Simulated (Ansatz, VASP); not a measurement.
## Yb in VASP and in Ansatz

File INCAR:

```
  PREC = Accurate
  ENCUT = 520
  EDIFF = 1E-6
  ISMEAR = 1
  SIGMA = 0.1
  LREAL = F
  LASPH = T
  NELM = 150
  ALGO = Normal
  ISIF = 2
  LWAVE = F
  LCHARG = F
  ISPIN = 2
  MAGMOM = 1
  LORBIT = 11
  LMAXMIX = 6
  GGA = B5
  ALDAX = 1.0
  AGGAX = 1.0
  AGGAC = 1.0
  ALDAC = 0.0
  NBANDS = 22
```

Contents of KPOINTS:

```
Automatic mesh
0
Gamma
  8 8 8
```

File POSCAR:

```
Yb
1.0
    0.0000000000      2.8739172133      2.8739172133
    2.8739172133      0.0000000000      2.8739172133
    2.8739172133      2.8739172133      0.0000000000
Yb
1
Direct
    0.0000000000      0.0000000000      0.0000000000
```

The input input.yaml:

```yaml
crystal:
  lattice:
    - [0.0, 2.8739172133, 2.8739172133]
    - [2.8739172133, 0.0, 2.8739172133]
    - [2.8739172133, 2.8739172133, 0.0]
  atoms:
    - { symbol: Yb, position: [0.0, 0.0, 0.0], spin: 1.0 }
hamiltonian:
  xc: blyp
  pseudopotentials: { kind: paw, source: jth }
magnetization:
  spin_polarized: true
kpoints:
  mp_grid: { grid: [8, 8, 8] }
  band_path:
    path:
      - [[0.0, 0.0, 0.0], [0.5, 0.0, 0.5], [0.5, 0.25, 0.75], [0.375, 0.375, 0.75], [0.0, 0.0, 0.0], [0.5, 0.5, 0.5], [0.625, 0.25, 0.625], [0.5, 0.25, 0.75], [0.5, 0.5, 0.5], [0.375, 0.375, 0.75]]
      - [[0.625, 0.25, 0.625], [0.5, 0.0, 0.5]]
    npoints: 14
scf:
  occupations: { method: methfessel_paxton, width: 0.1 }
  n_extra_bands: 6
output:
  forces: true
  stress: true
  eigenvalues: true
  fatbands: false
```

Change from the starting cell: volume scaled by 1.15.

Alike in both runs: functional BLYP; k mesh 8 × 8 × 8; occupations methfessel-paxton of order 1, width 0.1 eV; collinear spin.

```csv
,VASP,Ansatz
version,VASP 6.6.1,Ansatz 0.2.0
potentials or method,"VASP PAW PBE potentials, release 64 (Yb)",JTH PAW
plane-wave cutoff (eV),520,720
valence electrons in the cell,24,24
task,single point,band structure
```

VASP gave:

- gap on the k mesh at the Fermi level (eV): none
- pressure (GPa): -4.9
- net moment per atom (μB): 0.03

Q: What did Ansatz give for the same quantities?

A: gap on the k mesh at the Fermi level (eV): none; pressure (GPa): -2.9; net moment per atom (μB): 0.00.

A gap of «none» marks a metal or a gap that the smearing closes.

Caveats: spin-orbit coupling is left out, which moves the levels of the heavy elements; the PAW data sets were made with another functional, which shifts forces and pressure a little (VASP); the starting moments weren't kept (Ansatz). The state reached can hang on the start; a lower one may exist.
